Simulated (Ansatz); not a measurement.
# N, one cell by several methods

```
N
1.0
     3.62900    0.00000    0.00000
    -1.81450    3.14281    0.00000
     0.00000    0.00000    5.89000
N
2
Direct
  0.33333 0.66667 0.25000
  0.66667 0.33333 0.75000
```

Atom numbers follow the list: N1, N2.

The geometry is COD entry 1539196, unchecked; take it as a test cell.

All numbers are computed: DFT, PBE, PAW with Ansatz's default frozen-core files, scalar-relativistic (Ansatz 0.2.0); DFT, PBE, all-electron PAW with datasets made for the crystal, scalar-relativistic (Ansatz 0.2.0); DFT, PBE, all-electron LAPW, scalar-relativistic (Ansatz 0.2.0).

For PAW: a Γ-centred 10×10×5 k mesh, Fermi–Dirac smearing of 0.02 eV, cutoff 420 eV, no spin polarisation. The crystal-made all-electron datasets (AE datasets) take a cutoff of 160 eV at this cell. LAPW targets a basis error of 0.5 meV/atom. The Ansatz runs share mesh, smearing and spin set-up. Plane-wave (PAW) pressures include the program's estimate of the Pulay term.

Stress and pressure are positive in compression.

Levels count from the Fermi level.

```json
{"quantity": "pressure (GPa)", "PAW": "-7.20", "AE datasets": "-7.21", "LAPW": "-7.21"}
{"quantity": "highest filled level at Γ (eV)", "PAW": "-0.928", "AE datasets": "-0.928", "LAPW": "-0.928"}
{"quantity": "lowest empty level at Γ (eV)", "PAW": "0.281", "AE datasets": "0.281", "LAPW": "0.281"}
{"quantity": "highest filled level at M (eV)", "PAW": "-0.262", "AE datasets": "-0.262", "LAPW": "-0.262"}
{"quantity": "lowest empty level at M (eV)", "PAW": "0.010", "AE datasets": "0.010", "LAPW": "0.010"}
{"quantity": "highest filled level at A (eV)", "PAW": "-0.305", "AE datasets": "-0.305", "LAPW": "-0.305"}
{"quantity": "lowest empty level at A (eV)", "PAW": "0.348", "AE datasets": "0.347", "LAPW": "0.347"}
```

PAW's pressure differs from the LAPW value by about 0.01 GPa or less. Datasets made for the crystal and LAPW share parts of one code, so their agreement isn't an independent check.
